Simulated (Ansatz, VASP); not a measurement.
# Sn2SO: VASP beside Ansatz

Aim: how closely do two programs agree when they are given the same cell, functional and k mesh? The cell is taken from a series of runs on this material, whose earlier steps may have relaxed, scaled, displaced or heated it; both programs get it as it stands.

Calculated with Ansatz 0.2.0; plane waves, with VASP 6.6.1 beside it; PBE.

### 1. Set-up

The cell holds 4 atoms: 2 Sn, 1 S and 1 O. Cell: a = 4.766 Å, b = 3.637 Å, c = 17.740 Å, α = 90.0°, β = 90.0°, γ = 90.0°. As first built, before any earlier steps moved the atoms or strained the cell (in the runner's words): the S of the upper face replaced by O in a single layer of SnS. Vacuum lies along c.

### 2. VASP: single point, PBE

A single point takes one fixed geometry, so differences don't come from the geometry; what else differs is listed under the comparison.

Lines of VASP's logs that name or quote its potential files are left out, and so is its time.

Contents of INCAR:

```
SYSTEM = Sn2SO
PREC = Accurate
ENCUT = 600
EDIFF = 1E-06
NELM = 120
ISMEAR = -1
SIGMA = 0.05
LREAL = .FALSE.
ALGO = Normal
GGA = PE
NBANDS = 26
LORBIT = 11
LWAVE = .FALSE.
LCHARG = .FALSE.
ISIF = 2
LASPH = .TRUE.
GGA_COMPAT = .FALSE.
EFERMI = MIDGAP
```

Contents of POSCAR:

```
Sn2SO
1.0
    4.7658338986      0.0000000000      0.0000000000
    0.0000000000      3.6365441154      0.0000000000
    0.0000000000      0.0000000000     17.7400000000
Sn S O
2 1 1
Direct
    0.8811088387      0.0000000000      0.5771949140
    0.5161833152      0.5000000000      0.4228050860
    0.1362956715      0.0000000000      0.4474621789
    0.6646121746      0.5000000000      0.5378231561
```

Contents of KPOINTS:

```
Automatic mesh
0
Gamma
6 7 1
0 0 0
```

PAW data sets: Sn_d, S and O (PBE family, release 64).

Started as:

```
> mpirun -np 1 vasp_std
```

Numbers of over 12 decimals in the logs are rounded to 6 here.

The log of the run:

```text
[banner, memory and clock lines left out]
running    1 mpi-ranks, on    1 nodes
 distrk:  each k-point on    1 cores,    1 groups
 distr:  one band on    1 cores,    1 groups

 POSCAR found type information on POSCAR SnS O
 POSCAR found :  3 types and       4 ions
 LDA part: xc-table for (Slater+PW92), standard interpolation
 POSCAR, INCAR and KPOINTS ok, starting setup
 FFT: planning ... GRIDC
 FFT: planning ... GRID_SOFT
 FFT: planning ... GRID
 WAVECAR not read
 entering main loop
       N       E                     dE             d eps       ncg     rms          rms(c)
DAV:   1     0.353658442132E+03    0.35366E+03   -0.19672E+04   920   0.153E+03
DAV:   2     0.341678150307E+02   -0.31949E+03   -0.31316E+03   970   0.338E+02
DAV:   3    -0.200830143549E+02   -0.54251E+02   -0.53818E+02  1120   0.151E+02
DAV:   4    -0.223753650474E+02   -0.22924E+01   -0.22838E+01   988   0.361E+01
DAV:   5    -0.224369973800E+02   -0.61632E-01   -0.61542E-01  1090   0.603E+00    0.106E+01
DAV:   6    -0.198060169502E+02    0.26310E+01   -0.13002E+01  1356   0.362E+01    0.550E+00
DAV:   7    -0.197206717945E+02    0.85345E-01   -0.21063E+00   884   0.984E+00    0.359E+00
DAV:   8    -0.197282346161E+02   -0.75628E-02   -0.81105E-01  1102   0.543E+00    0.157E+00
DAV:   9    -0.196964561871E+02    0.31778E-01   -0.16309E-01  1430   0.332E+00    0.378E-01
DAV:  10    -0.196981395660E+02   -0.16834E-02   -0.30062E-02   916   0.116E+00    0.163E-01
DAV:  11    -0.196980170417E+02    0.12252E-03   -0.23326E-03  1076   0.340E-01    0.818E-02
DAV:  12    -0.196977055767E+02    0.31146E-03   -0.13312E-03  1276   0.176E-01    0.520E-02
DAV:  13    -0.196977397121E+02   -0.34135E-04   -0.16129E-04  1148   0.102E-01    0.218E-02
DAV:  14    -0.196977471660E+02   -0.74538E-05   -0.25993E-04  1104   0.573E-02    0.162E-02
DAV:  15    -0.196977952699E+02   -0.48104E-04   -0.10307E-05  1000   0.225E-02    0.114E-02
DAV:  16    -0.196979182134E+02   -0.12294E-03   -0.28776E-05   842   0.212E-02    0.776E-03
DAV:  17    -0.196979378577E+02   -0.19644E-04   -0.62986E-06  1012   0.161E-02    0.300E-03
DAV:  18    -0.196980310875E+02   -0.93230E-04   -0.58147E-06   828   0.905E-03    0.242E-03
DAV:  19    -0.196980746382E+02   -0.43551E-04   -0.13431E-06   760   0.386E-03    0.151E-03
DAV:  20    -0.196981143291E+02   -0.39691E-04   -0.27407E-06   778   0.422E-03    0.611E-04
DAV:  21    -0.196981207852E+02   -0.64561E-05   -0.37015E-07   748   0.196E-03    0.350E-04
DAV:  22    -0.196981233941E+02   -0.26089E-05   -0.13301E-07   720   0.112E-03    0.309E-04
DAV:  23    -0.196981236118E+02   -0.21766E-06   -0.80638E-09   716   0.701E-04
   1 F= -.19698124E+02 E0= -.19698124E+02  d E =-.326673E-08
```

From OUTCAR (step 2):

```text
ion  position               nearest neighbor table
   1  0.881  0.000  0.577-   4 2.20   4 2.20   3 2.60   2 3.72   2 3.72
   2  0.516  0.500  0.423-   4 2.16   3 2.60   3 2.60   1 3.72   1 3.72
   3  0.136  0.000  0.447-   2 2.60   2 2.60   1 2.60
   4  0.665  0.500  0.538-   2 2.16   1 2.20   1 2.20

  LATTYP: Found a simple orthorhombic cell.
 ALAT       =     3.6365441154
 B/A-ratio  =     1.3105392778
 C/A-ratio  =     4.8782578836

 Subroutine GETGRP returns: Found  2 space group operations
 (whereof  2 operations were pure point group operations)

The static configuration has the point symmetry C_1h.

 Found     16 irreducible k-points:

   k-points           NKPTS =     16   k-points in BZ     NKDIM =     16   number of bands    NBANDS=     26

   dimension x,y,z NGX =    40 NGY =   30 NGZ =  144
   dimension x,y,z NGXF=    80 NGYF=   60 NGZF=  288

   ENCUT  =  600.0 eV  44.10 Ry    6.64 a.u.   9.52  7.26 35.43*2*pi/ulx,y,z

   NELECT =      40.0000    total number of electrons

 k-points in reciprocal lattice and weights: Automatic mesh
   0.00000000  0.00000000  0.00000000       0.024
   0.16666667  0.00000000  0.00000000       0.048
   0.33333333  0.00000000  0.00000000       0.048
   0.50000000  0.00000000  0.00000000       0.024
   0.00000000  0.14285714  0.00000000       0.048
   0.16666667  0.14285714  0.00000000       0.095
   0.33333333  0.14285714  0.00000000       0.095
   0.50000000  0.14285714  0.00000000       0.048
   0.00000000  0.28571429  0.00000000       0.048
[...]
0.33333333  0.42857143  0.00000000       0.095
   0.50000000  0.42857143  0.00000000       0.048

 average (electrostatic) potential at core
       1-108.4221       2-108.1424       3 -92.6371       4 -76.8556

 E-fermi :  -1.2796

 k-point     1 :       0.0000    0.0000    0.0000
  band No.  band energies     occupation
    ...
     16      -5.5087      2.00000
     17      -4.9203      2.00000
     18      -3.5026      2.00000
     19      -3.0381      2.00000
     20      -2.2621      2.00000
     21       0.2286      0.00000
     22       1.1003      0.00000
     23       2.0147      0.00000
     24       2.5468      0.00000
     25       3.0265      0.00000
    ...

 k-point     2 :       0.1667    0.0000    0.0000
  band No.  band energies     occupation
    ...
     16      -5.3282      2.00000
     17      -4.7255      2.00000
     18      -3.3416      2.00000
     19      -3.0242      2.00000
     20      -2.2953      2.00000
     21       0.0437      0.00000
     22       1.1371      0.00000
     23       1.9663      0.00000
     24       2.2923      0.00000
     25       3.1022      0.00000
    ...

 k-point     3 :       0.3333    0.0000    0.0000
  band No.  band energies     occupation
    ...
     16      -4.9298      2.00000
     17      -4.2127      2.00000
     18      -3.3036      2.00000
     19      -2.9962      2.00000
     20      -2.2999      2.00000
     21      -0.1709      0.00000
     22       1.1058      0.00000
     23       1.9092      0.00000
     24       2.4112      0.00000
     25       3.3333      0.00000
    ...

  Total        0.0492113      0.0586941      0.0685958      0.0000000      0.0000000      0.0396136
  in kB        0.2564446      0.3058608      0.3574592      0.0000000      0.0000000      0.2064303
  external PRESSURE =       0.3065882 kB  Pullay stress =       0.0000000 kB

  energy-cutoff  :      600.00
  volume of cell :      307.45
      direct lattice vectors                 reciprocal lattice vectors
     4.765833899  0.000000000  0.000000000     0.209826868  0.000000000  0.000000000
     0.000000000  3.636544115  0.000000000     0.000000000  0.274986352  0.000000000
     0.000000000  0.000000000 17.740000000     0.000000000  0.000000000  0.056369786

 POSITION                                       TOTAL-FORCE (eV/Angst)
 -----------------------------------------------------------------------------------
      4.19922      0.00000     10.23944         0.034183      0.000000      0.055043
      2.46004      1.81827      7.50056        -0.007526      0.000000     -0.031298
      0.64956      0.00000      7.93798        -0.001345      0.000000     -0.011107
      3.16743      1.81827      9.54098        -0.025313      0.000000     -0.012638
 -----------------------------------------------------------------------------------
    total drift:                               -0.000667      0.000000     -0.000048

  FREE ENERGIE OF THE ION-ELECTRON SYSTEM (eV)
  ---------------------------------------------------
  free  energy   TOTEN  =       -19.6981236118 eV

  energy  without entropy=      -19.6981236085  energy(sigma->0) =      -19.69812361

 total charge
# of ion       s       p       d       tot
------------------------------------------
    1        1.312   0.750  10.026  12.088
    2        1.321   0.789  10.023  12.134
    3        1.348   2.373   0.000   3.721
    4        1.571   3.388   0.000   4.959
--------------------------------------------------
tot          5.553   7.300  20.049  32.902

[... 3 further parts left out ...]
```

### 3. Ansatz: single point, PBE

Ansatz runs on its default PAW (the set named soft_2) files.

The same cell, functional, mesh and smearing now go to Ansatz, which takes its cutoff from its data sets.

Contents of input.yaml:

```yaml
crystal:
  lattice:
    - [4.7658338986, 0.0, 0.0]
    - [0.0, 3.6365441154, 0.0]
    - [0.0, 0.0, 17.74]
  atoms:
    - { symbol: Sn, position: [-0.1188911613, 0.0, 0.577194914] }
    - { symbol: Sn, position: [0.5161833152, 0.5, 0.422805086] }
    - { symbol: S, position: [0.1362956715, 0.0, 0.4474621789] }
    - { symbol: O, position: [0.6646121746, 0.5, 0.5378231561] }
kpoints:
  mp_grid: { grid: [6, 7, 1] }
  band_path:
    path:
      - [0.0, 0.0, 0.0]
      - [-0.5, 0.0, 0.0]
      - [-0.5, -0.5, 0.0]
      - [0.0, -0.5, 0.0]
      - [0.0, 0.0, 0.0]
      - [-0.5, -0.5, 0.0]
    npoints: 12
scf:
  occupations: { method: fermi_dirac, width: 0.05 }
  n_extra_bands: 8
hamiltonian:
  xc: pbe
  pseudopotentials: { kind: paw }
output:
  forces: true
  stress: true
  populations: true
  write_bands: true
  write_density: true
  write_potential: true
  elf: true
  volumetric_format: npy
```

Started as:

```
> ansatz run input.yaml --threads 4 --pin off --max-ram 8192MiB --backend cpu --events-out ev --progress --plain --runs-dir out
```

The log of the run:

```text
scf.n_extra_bands = 8 over 20 filled bands (N_el = 40.0): the run solves 28 bands
Engine: ansatz 0.2.0, x86_64-unknown-linux-gnu
Pseudopotentials: kind: paw
Pseudopotential: Sn, paw, valence charge 14, recommended cutoff 420 eV (normal), Sn.paw.azcp
Pseudopotential: S, paw, valence charge 6, recommended cutoff 420 eV (normal), S.paw.azcp
Pseudopotential: O, paw, valence charge 6, recommended cutoff 420 eV (normal), O.paw.azcp
Functional definition: PBE
  parameter kappa = 0.804
  parameter beta = 0.066725
  exchange = pbe_x(kappa = kappa, mu = beta*pi^2/3)
  correlation = pbe_c(beta = beta)
Crystal: 4 atoms, lattice volume = 307.455 Å³
Basis set: ecut = 420 eV, 5941 PW (Γ), exchange–correlation on 64×50×240 points (8 copies of the dense FFT grid, shifted against one another)
Bands: 28, of which v1, the nominal top of the filled ones, is band 20 counted from 1 (19 counted from 0)
Symmetry: 2 space group operations
Space group: Pm (ITA 6), of the structure as read, at distance tolerance 6.7e-5 Å
k-points: 16 of 42 (time reversal used)
Non-local potential: Sn, projectors of the file, l = 0: 2, l = 1: 2, l = 2: 2, l = 3: 2
Non-local potential: S, projectors of the file, l = 0: 2, l = 1: 2, l = 2: 2
Non-local potential: O, projectors of the file, l = 0: 2, l = 1: 2, l = 2: 1
PAW form: soft (Blöchl's): semilocal exchange-correlation on the pseudo side does not see the compensation charge
PAW one-centre angular grid: Sn, 590 points (default); XC on 64 Gauss nodes
PAW one-centre angular grid: S, 110 points (default); XC on 64 Gauss nodes
PAW one-centre angular grid: O, 110 points (default); XC on 64 Gauss nodes
Initial density: superposition of atomic densities (neutral atoms: chi_scale 0, normalization atom), corrected by the library's trained network
Initial wavefunctions: pseudopotential atomic-orbital guess
Functional: x = pbe(κ = 0.804, μ = 0.219515), c = pbe(β = 0.066725)
SCF iter   1: F=—  HF=-13518.362769 eV  |F-HF|=—  |Δ(HF+E_count)|=         —  Δρ=1.47e-3  dr2=2.15e-2  ethr=1.77e-3  ⟨swp⟩=7.7  Hψ=2419  notcnv=0  defer=4
preconditioner: auto → Resta (q_TF=auto, 1.942 Å⁻¹)  ε∞=1.6  [insulator: Δε(μ)=1.894 eV  Ē_g=17.710 eV  σ=0.050 eV  W_gap=1.00  n_scr=38 (ndim 8)  ℏωp=13.4 eV  f_vac=0.642  D(μ)=0.00/eV (n_scr^D=0)  ε∞_Penn≈1.6  vacuum switching on, ρ_ref=2.3e-2 e/Å³]
SCF iter   2: F=—  HF=-13518.361660 eV  |F-HF|=—  |Δ(HF+E_count)|=   1.11e-3  Δρ=9.35e-4  dr2=4.68e-3  ethr=5.37e-5  ⟨swp⟩=2.3  Hψ=945  notcnv=0  defer=40
SCF iter   3: F=—  HF=-13518.361008 eV  |F-HF|=—  |Δ(HF+E_count)|=   6.52e-4  Δρ=4.46e-4  dr2=6.30e-4  ethr=1.17e-5  ⟨swp⟩=2.8  Hψ=707  notcnv=0  defer=40
SCF iter   4: F=—  HF=-13518.361279 eV  |F-HF|=—  |Δ(HF+E_count)|=   2.70e-4  Δρ=3.75e-4  dr2=4.99e-4  ethr=1.58e-6  ⟨swp⟩=2.0  Hψ=604  notcnv=0  defer=40
SCF iter   5: F=—  HF=-13518.361262 eV  |F-HF|=—  |Δ(HF+E_count)|=   1.65e-5  Δρ=6.71e-5  dr2=1.74e-5  ethr=1.25e-6  ⟨swp⟩=2.0  Hψ=535  notcnv=0  defer=40
SCF iter   6: F=—  HF=-13518.361305 eV  |F-HF|=—  |Δ(HF+E_count)|=   4.23e-5  Δρ=2.84e-5  dr2=3.81e-6  ethr=4.34e-8  ⟨swp⟩=2.3  Hψ=601  notcnv=0  defer=40
SCF iter   7: F=—  HF=-13518.361307 eV  |F-HF|=—  |Δ(HF+E_count)|=   1.91e-6  Δρ=1.11e-5  dr2=3.54e-7  ethr=9.52e-9  ⟨swp⟩=2.4  Hψ=571  notcnv=0  defer=40
SCF iter   8: F=-13518.361307 eV  HF=-13518.361307 eV  |F-HF|=5.43e-8  |Δ(HF+E_count)|=   2.18e-7  Δρ=2.93e-6  dr2=1.91e-8  ethr=2.50e-10  ⟨swp⟩=17.4  Hψ=3586  notcnv=0
SCF 1 converged in 8 iterations: F = -13518.361307 eV  dr2 = 1.91e-8
  greatest PAW one-centre occupation: 0.992 electrons in one spin orbital (limit 2), on the Sn atom at site 0 (counted from 0), in its partial waves of l = 2
NSCF: frozen V_eff on 61 k-points
WARN: The output density's exchange-correlation potential varies sharply where the density is thin. Do not read a vacuum level from v_tot or v_xc, or from such a field of the output density. On a cell that repeats whose density bears no net charge and no dipole along the vacuum's axis use v_es (v_loc + v_h of the components); under efield.dipole_correction with no amplitude use v_es + v_field, which holds any externa [...]
SCF converged after 8 iterations
Free energy (F): -13518.361307 eV
Harris-Foulkes:  -13518.361307 eV  (|F-HF|=5.43e-8)
Internal energy: -13518.361307 eV  (E = F + TS)
E sigma→0 (E₀):  -13518.361307 eV
Fermi energy:    -0.633285 eV
--- Per-component energies (eV) ---
  E_band       = -577.518598
  E_kinetic    = 651.033106
  E_local      = -16389.569111  (includes V_loc(G=0)·N_el)
  E_nonlocal   = 11.660423
  E_hartree    = 8133.365090
  E_xc         = -935.391592
  E_vxc        = -372.102990  (∫ρ·V_xc dr)
  E_paw        = -9027.384852  (= ΣΔE_a)
  E_vpaw       = -745.268266  (= ΣTr[D̂ρ^β])
  E_aug_tail   = 0.002385  (compensation charges beyond the density's cutoff)
  E_ewald      = 4037.923244
  E_smearing   = -0.000000  (= −TS)
  E_closure    = 0.000000  (closes the sum)
  Σ components = -13518.361307   (vs F -13518.361307, Δ=0.00e0)
--- Forces (eV/Å), atoms counted from 1 ---
  atom   1  Sn    -0.00004202     0.00000000     0.01486045
  atom   2  Sn     0.00155898     0.00000000     0.00771174
  atom   3  S      0.00399426     0.00000000    -0.00955889
  atom   4  O     -0.00550195     0.00000000    -0.01300214
  max |Σ_I F_I| component: 1.12e-5 eV/Å
--- Stress (GPa, compression-positive) ---
        0.018708      -0.000000      -0.004980
       -0.000000       0.010303      -0.000000
       -0.004980      -0.000000       0.004706
  P = ⅓ Tr σ = 0.0112 GPa (0.112 kbar)
--- Band table (eV; the first three rows and the last of 16) ---
  k-point 0: bands = [... 16 lower, -4.2679, -2.8519, -2.3815, -1.6210, 0.8814, 1.7593, 2.6637, 3.1960, ... 4 higher]
  k-point 1: bands = [... 16 lower, -4.0918, -2.9028, -2.6576, -1.6224, 1.1494, 2.0324, 2.6672, 3.0195, ... 4 higher]
  k-point 2: bands = [... 16 lower, -3.8104, -3.1345, -2.5153, -1.6830, 0.9711, 1.9377, 2.6006, 2.7859, ... 4 higher]
  k-point 15: bands = [... 16 lower, -4.2764, -3.8107, -2.3924, -1.8399, 1.6901, 1.9293, 2.1786, 3.0616, ... 4 higher]
--- Löwdin populations: 4 sites ---
  site symbol       q [e]
     0     Sn     13.2672
     1     Sn     13.4259
     2      S      6.3769
     3      O      6.7778
  spilling = 0.003803 (of n_electrons = 40.000000)
```

Reading the cycles: dr2 is the Hartree energy of the density residual (eV), the measure of convergence; HF is the Harris–Foulkes estimate of the energy, which meets the free energy F at convergence.

### 4. Differences

Known differences besides the potentials themselves: the cutoff is 420 eV in Ansatz and 600 eV in VASP. Total energies have different zeros and are not compared.

Both answers:

| quantity | Ansatz | VASP | difference |
| --- | --- | --- | --- |
| pressure (GPa) | 0.01 | 0.03 | -0.02 |
| gap on the k mesh (eV) | 1.887 | 1.879 | +0.008 |

Forces (eV/Å; atoms numbered as in POSCAR):

| atom | Ansatz x, y, z | VASP x, y, z |
| --- | --- | --- |
| Sn1 | 0.000, 0.000, 0.015 | 0.034, 0.000, 0.055 |
| Sn2 | 0.002, 0.000, 0.008 | -0.008, 0.000, -0.031 |
| S3 | 0.004, 0.000, -0.010 | -0.001, 0.000, -0.011 |
| O4 | -0.006, 0.000, -0.013 | -0.025, 0.000, -0.013 |

The forces differ by 20 meV/Å r.m.s., where the r.m.s. force is 0.007 eV/Å in Ansatz and 0.023 eV/Å in VASP: the atoms lie near their places of rest in Ansatz, so a percentage would say little (all taken over all components). A gap on the mesh is an upper bound, since the band edges may lie between its points. Where the cell holds vacuum, a pressure given here is an average over it and none of the material.

### 5. What came out

```yaml
r_m_s_force_difference_single_point_pbe: 20 meV/Å
```

In words: The r.m.s. force difference is 20 meV/Å (single point, PBE), beyond the 12 meV/Å picked in this series as the mark of a large difference. What causes the difference of the single point, PBE pair stays open here. Such differences can come from data sets, numerical settings and the points named under the comparisons, not from the functional's error against experiment.

[Lines on the potential files, build, host, timing and source positions are cut from VASP's logs without a mark.]

[Logs are printed without paths, hosts, clocks, repeated set-up lines and the standing remarks that a program may print on its own settings, such as how far it seeks lower states.]

[Hosts, paths, dates, database ids (printed as entryN), source tags and the programs' standing remarks are cut or masked in the printed files.]
